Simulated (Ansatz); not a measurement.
**TaN: energy along a strain**

TaN, P-6m2, a = 2.938 Å, c = 2.883 Å (as given, not relaxed at this level: 4.7 GPa). This isn't the usual stable structure of the compound. Ansatz: PBE, PAW, 420 eV, Γ-centred 18×18×16 mesh on 2 atoms, Fermi-Dirac smearing 0.02 eV; no spin polarisation. Cell vectors (Å): 2.938 0.000 0.000; -1.469 2.544 0.000; 0.000 0.000 2.883. The cell is strained by x per cent times the pattern (0 1 0 0 0 0) in the order xx yy zz yz xz xy (engineering shears), with fractional coordinates held. y is the free energy over the start, V0 = 10.776 Å³/atom.

```tsv
x (%)	y (meV/atom)
-6.00	?
-4.50	63.10
-3.00	30.14
-1.50	9.48
0.00	0.00
1.50	0.50
3.00	10.15
4.50	28.27
5.25	40.30
6.00	54.19
```

Task: Fit y = c1 x + c2 x² + c3 x³ to the other rows, get the stiffness along the pattern, and predict the missing energy.

Result: Least squares on the rows shown. y = −2.9627 x + 2.2559 x² − 0.043372 x³. The clamped-ion stiffness p·C·p = 2 × 22.56 eV × 160.2 / 10.776 Å³ = 671 GPa, which is C22 in these axes (second derivative at the start, which stands under stress). At x = -6.00 the fit asked for gives 108.36 meV/atom. The run gave 109.45 meV/atom, so the fit is 1.09 meV/atom too low, 1 % of the span of the series, against an rms of 0.13 meV/atom on the fitted rows. The row lies outside the fitted range. With a term in x⁴ added, a fit to the same known rows predicts 109.82 meV/atom, so most of the miss is curvature that the known rows already hold.

The smearing is narrow for a metal on this mesh. Spin–orbit coupling is left out, which can shift energies with elements as heavy as these.

Cost: 10 runs of about 0.9 core-minutes in all, on AMD EPYC 9R45 (Zen 5) (shared hosts).